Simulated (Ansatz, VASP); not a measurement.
Al: VASP beside Ansatz

File POSCAR:

```
Al
1.0
    0.0000000000      1.9758400384      1.9758400384
    1.9758400384      0.0000000000      1.9758400384
    1.9758400384      1.9758400384      0.0000000000
Al
1
Direct
    0.0000000000      0.0000000000      0.0000000000
```

INCAR.step1

```
SYSTEM = Al
ALGO     = Normal         ! electronic algorithm
EDIFF    = 1E-4           ! SCF threshold, eV
ENCUT    = 520            ! plane-wave cutoff, eV
GGA      = PE             ! functional
ISMEAR   = 0              ! smearing method
LASPH    = .TRUE.         ! aspherical terms in the spheres
LCHARG   = .FALSE.        ! write CHGCAR
LREAL    = .FALSE.        ! projectors in reciprocal space
LWAVE    = .TRUE.         ! write WAVECAR
NBANDS   = 8              ! bands
NELM     = 80             ! most SCF steps
PREC     = Accurate       ! precision mode
SIGMA    = 0.1            ! smearing width, eV
```

File INCAR.step2:

```
SYSTEM = Al
ALGO     = Normal         ! electronic algorithm
EDIFF    = 1E-6           ! SCF threshold, eV
ENCUT    = 520            ! plane-wave cutoff, eV
ISIF     = 2              ! what is computed and relaxed
ISMEAR   = 0              ! smearing method
ISTART   = 1            
LASPH    = .TRUE.         ! aspherical terms in the spheres
LCHARG   = .FALSE.        ! write CHGCAR
LMIXTAU  = .TRUE.       
LREAL    = .FALSE.        ! projectors in reciprocal space
LWAVE    = .FALSE.        ! write WAVECAR
METAGGA  = R2SCAN         ! meta-GGA
NBANDS   = 8              ! bands
NELM     = 80             ! most SCF steps
PREC     = Accurate       ! precision mode
SIGMA    = 0.1            ! smearing width, eV
```

File KPOINTS:

```
k-points
0
G
  18 18 18
  0 0 0
```

Input for Ansatz:

```yaml
crystal:
  lattice:
    - [0.0, 1.9758400384, 1.9758400384]
    - [1.9758400384, 0.0, 1.9758400384]
    - [1.9758400384, 1.9758400384, 0.0]
  atoms:
    - { symbol: Al, position: [0.0, 0.0, 0.0] }
basis:
  ecutwfc: 500
kpoints:
  mp_grid: { grid: [18, 18, 18] }
hamiltonian:
  xc: r2scan
scf:
  occupations: { method: gaussian, width: 0.1 }
output:
  forces: true
  stress: true
  eigenvalues: true
  write_density: true
  write_potential: true
  elf: true
  volumetric_format: npy
```

Alike in both runs: task single point; functional r2SCAN; k mesh 18 × 18 × 18; occupations gaussian, width 0.1 eV; no spin polarisation.

|  | VASP | Ansatz |
| --- | --- | --- |
| version | VASP 6.6.1 | Ansatz 0.2.0 |
| potentials or method | VASP PAW PBE potentials, release 64 (Al) | scalar-relativistic, plane waves, PAW |
| plane-wave cutoff (eV) | 520 | 500 |
| valence electrons in the cell | 3 | 3 |

|  | VASP | Ansatz | Ansatz less VASP |
| --- | --- | --- | --- |
| gap on the k mesh at the Fermi level (eV) | none | none | - |
| pressure (GPa) | 2.7 | 3.0 | +0.35 |

A gap of «none» marks a metal or a gap that the smearing closes. The functional is the same, so the differences come from potentials, cutoffs and numerics.

Caveats: the PAW data sets were made with another functional, which shifts forces and pressure a little (VASP).
